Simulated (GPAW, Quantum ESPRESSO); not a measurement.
Fitting the PBE+D3(BJ) energy curve of Al

It takes space group Fm-3m (No. 225, cubic). The conventional cell has a = 4.050 Å, b = 4.050 Å, c = 4.050 Å, α = 90.00°, β = 90.00°, γ = 90.00°. Al (site symmetry m-3m) is surrounded by 12 Al at 2.86 Å.

The cell was scaled at fixed shape and fractions and run with GPAW, GPAW PAW data sets (gpaw-data 1.2.1), cutoff 600 eV; PBE+D3(BJ), k mesh 11 × 11 × 11 on the cell of 1 atom, fermi-dirac occupations of 0.05 eV, no spin polarisation, no spin-orbit coupling. Energies are those that the program minimises, any entropy of the smearing included. For a metal such a mesh isn't converged to the digits shown.

```csv
V (Å³/atom),energy over the lowest row (meV/atom)
15.6066,0.98
15.9386,0.00
16.2707,?
16.6027,8.74
16.9348,17.71
17.2668,29.30
17.5989,43.22
```

Task: Fit the third-order Birch-Murnaghan form, give V0, B0 and B′, and predict the energy left open.

Result: With y = (V0/V)^(2/3), E = E0 + (9 V0 B0/16) [(y - 1)³ B′ + (y - 1)² (6 - 4y)]. Least squares through the rows shown give V0 = 15.8555 Å³/atom, E0 = -0.12 meV, B0 = 87.80 GPa (1 eV/Å³ = 160.218 GPa) and B′ = 4.52, with a largest miss of 0.01 meV. At V = 16.2707 the form with these constants gives 2.72 meV; the run gave 2.71 meV an atom. Other set-ups at this level, from all their volumes (Å³/atom, GPa): Quantum ESPRESSO, PseudoDojo 0.4.1 SR PBE standard: V0 15.843, B0 87.66. Measured volume: 16.6 Å³/atom at 298.15 K (COD entry, doi:10.1063/1.1698520), so the fit lies -4.5 % from it. Measured modulus: 76.9 GPa (pmc:3831299, doi:10.1107/S0021889813023728), so the fit lies +14.2 % from it. The runs are for a static lattice.

The fitted curve reproduces the omitted energy almost exactly, which confirms smooth interpolation but says little about physical accuracy. Against experiment, the equilibrium is too compact and too stiff. The close agreement between the two set-ups makes the core treatment an unlikely cause. The pairwise dispersion term is the more probable one: aluminium's 3s and 3p electrons form a nearly free-electron gas that screens fluctuating dipoles, whereas atom-based dispersion coefficients capture this metallic screening poorly and can add too much attraction. Thermal expansion and zero-point motion also enlarge the measured cell, but probably account for only part of the gap.

The two errors are linked. Contraction raises the valence electron density, and with it the resistance to compression. Because B′ is positive, the same curve softens on expansion, enough to remove the excess modulus by the measured volume. Only one sampled volume lies below the fitted minimum, so the fit is a weak guide to behaviour under strong compression.
